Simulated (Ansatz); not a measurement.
Input and command of a calculation in Ansatz (plane waves; scalar-relativistic PAW potentials unless the input names others):

```yaml
crystal:
  lattice:
    - [3.8974833452, 0.0, 0.0]
    - [0.0, 3.8974833452, 0.0]
    - [0.0, 0.0, 3.8974833452]
  atoms:
    - { symbol: Tl, position: [0.0, 0.0, 0.0] }
    - { symbol: Cl, position: [0.5, 0.5, 0.5] }
basis:
  ecutwfc: "300 eV"
kpoints:
  mp_grid: { grid: [8, 8, 8] }
hamiltonian:
  xc: pbe
scf:
  occupations: { method: gaussian, width: 0.02 }
  mixing: { algorithm: msr1, beta: 0.1, ndim: 2 }
  initial_density: { chi_scale: 0.0 }
output:
  forces: true
  eigenvalues: true
  stress: true
```

```bash
ansatz run input.yaml --threads 4 --pin off --max-ram 8192MiB --backend cpu --events-out ev --progress --plain --runs-dir out
```

Abridged log:
```
Warning: basis.ecutwfc = 300 eV is below the records' recommended 420 eV, and the density's cutoff is lower with it unless basis.ecutrho_ratio is high enough to keep the records' density cutoff: compare with a run at a higher cutoff
Basis set: ecut = 300 eV, 739 PW (Γ), exchange–correlation on 48×48×48 points (8 copies of the dense FFT grid, shifted against one another)
Bands: 14, of which v1, the nominal top of the filled ones, is band 10 counted from 1 (9 counted from 0)
Symmetry: 48 space group operations
k-points: 35 of 512
SCF iter   1: F=—  HF=-12525.995926 eV  |F-HF|=—  |Δ(HF+E_count)|=         —  Δρ=2.96e-2  dr2=1.33e0  ethr=3.10e-3  ⟨swp⟩=6.1  Hψ=2675  notcnv=0
SCF iter   2: F=—  HF=-12525.883259 eV  |F-HF|=—  |Δ(HF+E_count)|=   1.13e-1  Δρ=2.49e-2  dr2=9.79e-1  ethr=3.10e-3  ⟨swp⟩=1.0  Hψ=770  notcnv=0
SCF iter   3: F=—  HF=-12525.554908 eV  |F-HF|=—  |Δ(HF+E_count)|=   3.28e-1  Δρ=6.87e-3  dr2=4.45e-2  ethr=3.10e-3  ⟨swp⟩=2.1  Hψ=820  notcnv=0
SCF iter   4: F=—  HF=-12525.547557 eV  |F-HF|=—  |Δ(HF+E_count)|=   7.35e-3  Δρ=3.15e-3  dr2=7.31e-3  ethr=2.23e-4  ⟨swp⟩=2.1  Hψ=912  notcnv=0
SCF iter   5: F=—  HF=-12525.548040 eV  |F-HF|=—  |Δ(HF+E_count)|=   4.83e-4  Δρ=5.40e-4  dr2=1.85e-4  ethr=3.65e-5  ⟨swp⟩=2.1  Hψ=794  notcnv=0
SCF iter   6: F=—  HF=-12525.548161 eV  |F-HF|=—  |Δ(HF+E_count)|=   1.21e-4  Δρ=1.97e-4  dr2=2.59e-5  ethr=9.24e-7  ⟨swp⟩=2.0  Hψ=810  notcnv=0
SCF iter   7: F=—  HF=-12525.548210 eV  |F-HF|=—  |Δ(HF+E_count)|=   4.90e-5  Δρ=7.94e-5  dr2=3.46e-6  ethr=1.29e-7  ⟨swp⟩=2.0  Hψ=654  notcnv=0
SCF iter   8: F=—  HF=-12525.548215 eV  |F-HF|=—  |Δ(HF+E_count)|=   5.26e-6  Δρ=3.19e-5  dr2=6.52e-7  ethr=1.73e-8  ⟨swp⟩=2.0  Hψ=631  notcnv=0
SCF iter   9: F=—  HF=-12525.548216 eV  |F-HF|=—  |Δ(HF+E_count)|=   1.02e-6  Δρ=1.25e-5  dr2=1.36e-7  ethr=3.26e-9  ⟨swp⟩=2.0  Hψ=840  notcnv=0
SCF iter  10: F=-12525.548217 eV  HF=-12525.548217 eV  |F-HF|=7.44e-9  |Δ(HF+E_count)|=   3.81e-8  Δρ=5.90e-6  dr2=2.46e-8  ethr=5.00e-10  ⟨swp⟩=4.0  Hψ=1476  notcnv=0
SCF 1 converged in 10 iterations: F = -12525.548217 eV  dr2 = 2.46e-8
SCF converged after 10 iterations
Free energy (F): -12525.548217 eV
Harris-Foulkes:  -12525.548217 eV  (|F-HF|=7.44e-9)
Internal energy: -12525.548217 eV  (E = F + TS)
E sigma→0 (E₀):  -12525.548217 eV
Fermi energy:    5.656066 eV
--- Forces (eV/Å), atoms counted from 1 ---
  atom   1  Tl     0.00000000     0.00000000     0.00000000
  atom   2  Cl     0.00000000     0.00000000     0.00000000
--- Stress (GPa, compression-positive) ---
        0.047957       0.000000       0.000000
        0.000000       0.047957       0.000000
        0.000000       0.000000       0.047957
  P = ⅓ Tr σ = 0.0480 GPa (0.480 kbar)
```

Apart from outputs, empty bands and the relaxation, which only the reference makes, the input differs from a reference run on usual settings in basis.ecutwfc: 420 → "300 eV"; scf.mixing.algorithm: not typed → "msr1"; scf.mixing.beta: not typed → 0.1; scf.mixing.ndim: not typed → 2; scf.initial_density.chi_scale: not typed → 0.0. The reference, at the same geometry, ended its own course with pressure 0.04 GPa, largest force 0.000 eV/Å, gap on the mesh 2.19 eV. This run converged in 10 SCF iterations with an energy at zero smearing 30.81 meV/atom above the reference's, pressure 0.05 GPa, largest force 0.000 eV/Å, gap on the mesh 2.20 eV. Its cutoff is looser than usual, and the result moved.

The run took 0.26 s on 4 threads of Intel(R) Xeon(R) 6975P-C (Granite Rapids) (shared host), peak memory 0.39 GiB.